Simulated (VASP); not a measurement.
# TePb (Fm-3m) in VASP: a series of runs, part 2 of 2

VASP 6.6.1.

## 5. Single point, PBE

INCAR reads:

```
SYSTEM = TePb
ADDGRID = .False.
ALGO = Normal
EDIFF = 1E-7
ENCUT = 280
GGA = PE
ISIF = 2
ISMEAR = 0
LASPH = .True.
LCHARG = .False.
LREAL = .False.
LWAVE = .False.
NELM = 100
PREC = Accurate
SIGMA = 0.05
```

KPOINTS reads:

```
k-points
0
Gamma
  8 8 8
  0 0 0
```

POSCAR reads:

```
TePb
1.0
    0.0000000000      3.2310000000      3.2310000000
    3.2310000000      0.0000000000      3.2310000000
    3.2310000000      3.2310000000      0.0000000000
Pb Te
1 1
Direct
    0.0000000000      0.0000000000      0.0000000000
    0.5000000000      0.5000000000      0.5000000000
```

Potentials or basis: VASP PAW PBE potentials, release 64 (Pb_d, Te).

On the command line:

```console
cat potpaw_PBE.64/Pb_d/POTCAR potpaw_PBE.64/Te/POTCAR > POTCAR
mpirun -np 1 vasp_std > vasp.out
```

OUTCAR:

```text
SYSTEM = TePb
   EDIFF = 1E-7
   ENCUT = 280
   GGA = PE
   ISIF = 2
   ISMEAR = 0
   LASPH = .True.
   LREAL = .False.
   NELM = 100
   PREC = Accurate

 Found     29 irreducible k-points:

 Following reciprocal coordinates:
            Coordinates               Weight
  0.000000  0.000000  0.000000      1.000000
  0.125000  0.000000  0.000000      8.000000
  0.250000  0.000000  0.000000      8.000000
  0.375000  0.000000  0.000000      8.000000
  0.500000  0.000000  0.000000      4.000000
  0.125000  0.125000  0.000000      6.000000
   k-points           NKPTS =     29   k-points in BZ     NKDIM =     29   number of bands    NBANDS=     14
   number of dos      NEDOS =    301   number of ions     NIONS =      2
   total plane-waves  NPLWV =  21952
   dimension x,y,z NGX =    28 NGY =   28 NGZ =   28
   dimension x,y,z NGXF=    56 NGYF=   56 NGZF=   56
   ions per type =               1   1
   NGX,Y,Z   is equivalent  to a cutoff of  10.19, 10.19, 10.19 a.u.
   NGXF,Y,Z  is equivalent  to a cutoff of  20.37, 20.37, 20.37 a.u.
 SYSTEM =  TePb
   PREC   = accura    normal or accurate (medium, high low for compatibility)
   ISTART =      0    job   : 0-new  1-cont  2-samecut
   ICHARG =      2    charge: 1-file 2-atom 10-const
   ISPIN  =      1    spin polarized calculation?
   LNONCOLLINEAR =      F non collinear calculations
   LSORBIT =      F    spin-orbit coupling
   LASPH  =      T    aspherical Exc in radial PAW
   ENCUT  =  280.0 eV  20.58 Ry    4.54 a.u.   6.23  6.23  6.23*2*pi/ulx,y,z
   NELM   =    100;   NELMIN=  2; NELMDL= -5     # of ELM steps
   EDIFF  = 0.1E-06   stopping-criterion for ELM
   LREAL  =      F    real-space projection
   EDIFFG = 0.1E-05   stopping-criterion for IOM
   NSW    =      0    number of steps for IOM
   IBRION =     -1    ionic relax: 0-MD 1-quasi-New 2-CG
   NFREE  =      0    steps in history (QN), initial steepest desc. (CG)
   ISIF   =      2    stress and relaxation
   ISYM   =      2    0-nonsym 1-usesym 2-fastsym
   POTIM  = 0.5000    time-step for ionic-motion
   TEBEG  =    0.0;   TEEND  =   0.0 temperature during run
   PSTRESS=    0.0 pullay stress
   NELECT =      20.0000    total number of electrons
   NUPDOWN=      -1.0000    fix difference up-down
   EMIN   =  10.00;   EMAX   =-10.00  energy-range for DOS
   EFERMI =   0.00;   METHOD = LEGACY
   ISMEAR =     0;   SIGMA  =   0.05  broadening in eV -4-tet -1-fermi 0-gaus
   EFERMI_NEDOS =   21; number of points for ismear=-14 and -15
   IALGO  =     38    algorithm
   IMIX   =      4    mixing-type and parameters
     AMIX     =   0.40;   BMIX     =  1.00
[... 23 lines left out ...]
  ext. energy  EPLUGINS =         0.00000000
  ---------------------------------------------------
  free energy    TOTEN  =        -7.49851299 eV

  energy without entropy =       -7.49851299  energy(sigma->0) =       -7.49851299

 E-fermi :   5.8740     XC(G=0):  -9.3007

 val. band max:        5.6251577141   @ k =   0.5000   0.0000   0.0000
 cond. band min:       6.3603500191   @ k =   0.5000   0.0000   0.0000
 fundamental gap:      0.7351923051
 Fermi energy:         5.8739502143

 k-point     1 :       0.0000    0.0000    0.0000
  band No.  band energies     occupation
      1     -11.0757      2.00000
      2     -11.0757      2.00000
      3     -11.0667      2.00000
      4     -11.0667      2.00000
      5     -11.0667      2.00000
      6      -6.3944      2.00000
      7       0.0263      2.00000
      8       4.2784      2.00000
      9       4.2784      2.00000
     10       4.2784      2.00000
     11       9.7012      0.00000
     12       9.7012      0.00000
     13       9.7012      0.00000
     14      11.4235      0.00000
[... 71 lines left out ...]
      1     -11.0822      2.00000
      2     -11.0740      2.00000
      3     -11.0682      2.00000
      4     -11.0630      2.00000
      5     -11.0630      2.00000
      6      -6.2159      2.00000
      7      -0.4732      2.00000
      8       4.0184      2.00000
      9       4.0184      2.00000
     10       5.0860      2.00000
     11       7.8562      0.00000
     12       9.7388      0.00000
     13       9.7388      0.00000
     14      10.6080      0.00000

 [... further k-points ...]

------------------------ aborting loop because EDIFF is reached ----------------------------------------

  FORCE on cell =-STRESS in cart. coord.  units (eV):
  Direction    XX          YY          ZZ          XY          YZ          ZX
  --------------------------------------------------------------------------------------
  -------------------------------------------------------------------------------------
  Total        0.8322016      0.8322016      0.8322016      0.0000000     -0.0000000     -0.0000000
  in kB       19.7650653     19.7650653     19.7650653      0.0000000     -0.0000000     -0.0000000
  external PRESSURE =      19.7650653 kB  Pullay stress =       0.0000000 kB

 VOLUME and BASIS-vectors are now :
 -----------------------------------------------------------------------------
  energy-cutoff  :      280.00
  volume of cell :       67.46
      direct lattice vectors                 reciprocal lattice vectors
     0.000000000  3.231000000  3.231000000    -0.154750851  0.154750851  0.154750851
     3.231000000  0.000000000  3.231000000     0.154750851 -0.154750851  0.154750851
     3.231000000  3.231000000  0.000000000     0.154750851  0.154750851 -0.154750851

 POSITION                                       TOTAL-FORCE (eV/Angst)
 -----------------------------------------------------------------------------------
      0.00000      0.00000      0.00000        -0.000000      0.000000     -0.000000
      3.23100      3.23100      3.23100         0.000000      0.000000      0.000000
 -----------------------------------------------------------------------------------
    total drift:                               -0.000000      0.000000      0.000000

  FREE ENERGIE OF THE ION-ELECTRON SYSTEM (eV)
  ---------------------------------------------------
  free  energy   TOTEN  =        -7.4985129902 eV

  energy  without entropy=       -7.4985129902  energy(sigma->0) =       -7.49851299
```

OSZICAR:

```text
N       E                     dE             d eps       ncg     rms          rms(c)
DAV:   1     0.119413245421E+03    0.11941E+03   -0.66687E+03   836   0.851E+02
DAV:   2    -0.162863149870E+00   -0.11958E+03   -0.11728E+03   908   0.278E+02
DAV:   3    -0.748170828650E+01   -0.73188E+01   -0.73058E+01  1082   0.734E+01
DAV:   4    -0.761773642906E+01   -0.13603E+00   -0.13601E+00  1016   0.128E+01
DAV:   5    -0.762093846854E+01   -0.32020E-02   -0.32020E-02  1078   0.150E+00    0.336E+00
DAV:   6    -0.750076231040E+01    0.12018E+00   -0.27913E-01  1070   0.387E+00    0.207E+00
DAV:   7    -0.749679497225E+01    0.39673E-02   -0.88435E-02  1006   0.158E+00    0.913E-01
DAV:   8    -0.749851565977E+01   -0.17207E-02   -0.10008E-02   896   0.113E+00    0.144E-01
DAV:   9    -0.749846396353E+01    0.51696E-04   -0.10548E-03  1166   0.384E-01    0.601E-02
DAV:  10    -0.749850636602E+01   -0.42402E-04   -0.12514E-04   836   0.827E-02    0.211E-02
DAV:  11    -0.749851349638E+01   -0.71304E-05   -0.35484E-05   976   0.516E-02    0.133E-02
DAV:  12    -0.749851343226E+01    0.64123E-07   -0.25047E-06  1034   0.141E-02    0.101E-02
DAV:  13    -0.749851294404E+01    0.48822E-06   -0.60212E-07   986   0.701E-03    0.260E-03
DAV:  14    -0.749851299022E+01   -0.46183E-07   -0.42663E-07   806   0.613E-03
   1 F= -.74985130E+01 E0= -.74985130E+01  d E =-.389450E-14
```

stdout:

```text
POSCAR found type information on POSCAR PbTe
 POSCAR found :  2 types and       2 ions
 scaLAPACK will be used
 LDA part: xc-table for (Slater+PW92), standard interpolation
 POSCAR, INCAR and KPOINTS ok, starting setup
 FFT: planning ... GRIDC
 FFT: planning ... GRID_SOFT
 FFT: planning ... GRID
 WAVECAR not read
 entering main loop
```

Run time: 12 s. Hardware: 1 thread of Intel Xeon Platinum 8488C (Sapphire Rapids), shared host; peak memory 0.15 GiB.

These settings aren't checked as converged: the numbers below hold their error.

What came out:

```
Free energy            : -7.4985 eV
Pressure               : 2.0 GPa
Band gap on the k mesh : 0.74 eV, direct
```

Caveat: the cutoff is under 1.25 times the usual one of these potentials, so pressure, stress and relaxed cells hold a basis-set (Pulay) error; spin-orbit coupling is left out, which as a rule narrows the gap of such compounds by several tenths of an eV.

## 6. Single point, PBE

INCAR is that of step 5.

KPOINTS is that of step 5.

POSCAR reads:

```
TePb
1.0
    0.0000000000      3.2310000000      3.2310000000
    3.2310000000      0.0000000000      3.2310000000
    3.2310000000      3.2310000000      0.0000000000
Pb Te
1 1
Direct
   -0.0068530000      0.0005720000     -0.0056850000
    0.5279490000      0.4690950000      0.5208160000
```

Potentials or basis: VASP PAW PBE potentials, release 64 (Pb_d, Te).

On the command line:

```console
cat potpaw_PBE.64/Pb_d/POTCAR potpaw_PBE.64/Te/POTCAR > POTCAR
mpirun -np 1 vasp_std > vasp.out
```

Run time: 1.7 min. Hardware: 1 thread of Intel Xeon Platinum 8488C (Sapphire Rapids), shared host; peak memory 0.23 GiB.

The run converged, but some of its settings lie outside the range that counts as converged, so its numbers aren't taken as properties of the crystal.

What came out:

* Free energy: -7.4802 eV
* Pressure: 2.5 GPa
* Largest force: 0.242 eV/Å
* Band gap on the k mesh: 0.90 eV, direct

Caveat: the cutoff is under 1.25 times the usual one of these potentials, so pressure, stress and relaxed cells hold a basis-set (Pulay) error; spin-orbit coupling is left out, which as a rule narrows the gap of such compounds by several tenths of an eV.
